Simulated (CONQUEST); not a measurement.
**C under changes of volume**

One of the cells (5.672 Å³/atom); the others are scaled copies at fixed shape and fractional positions:

```
CELL_PARAMETERS angstrom
2.52207 0.00000 0.00000
0.00000 2.52207 0.00000
0.00000 0.00000 3.56674
ATOMIC_POSITIONS crystal
C 0.00000 0.50000 0.25000
C 0.50000 0.00000 0.75000
C 0.00000 0.00000 0.50000
C 0.50000 0.50000 0.00000
```

This isn't the form of C at room conditions, which is graphite.

| Property | Result |
| --- | --- |
| Program | CONQUEST 1.3 |
| Functional | PBE |
| Potentials or basis | PseudoDojo NC PBE, SZ, grid of 24 × 24 × 36 points |
| k mesh | 10 × 10 × 8 |
| Occupations | fermi-dirac, width 0.05 eV |
| Spin | no spin polarisation |

```tsv
volume (Å³/atom)	energy over the lowest point (meV/atom)	pressure (GPa)	gap on the mesh (eV)
5.332	104.85	57.1	6.30
5.445	69.01	44.7	6.19
5.558	41.43	33.3	6.09
5.672	21.56	23.2	5.99
5.785	?	?	?
5.899	1.44	6.1	5.81
6.012	0.00	-1.9	5.73
```

**Question.** What does the run at 5.785 Å³/atom give?

**Answer.** Energy over the lowest point 8.61 meV/atom; pressure 13.8 GPa; gap on the mesh 5.90 eV.

Worked out: A Birch-Murnaghan fit of order 3 (a polynomial in V^(-2/3)) to the other rows has its minimum at 5.99 Å³/atom with B0 = V·E''(V) = 375 GPa and B' = 4.7. It gives 8.46 meV/atom at 5.785 Å³/atom, against the run's 8.61, and -dE/dV = 14.0 GPa, against 13.8. A straight line through the other rows of the gap, of slope -4.74 eV per unit of ln V, gives 5.90 eV, against the run's 5.90.

Energies are extrapolated to zero smearing.

Caveats: the atomic basis is small; the basis of atomic orbitals isn't converged, which shifts pressures, moduli and gaps; the real-space grid breaks the cell's symmetry a little (some runs).

A mesh can miss the band edges.
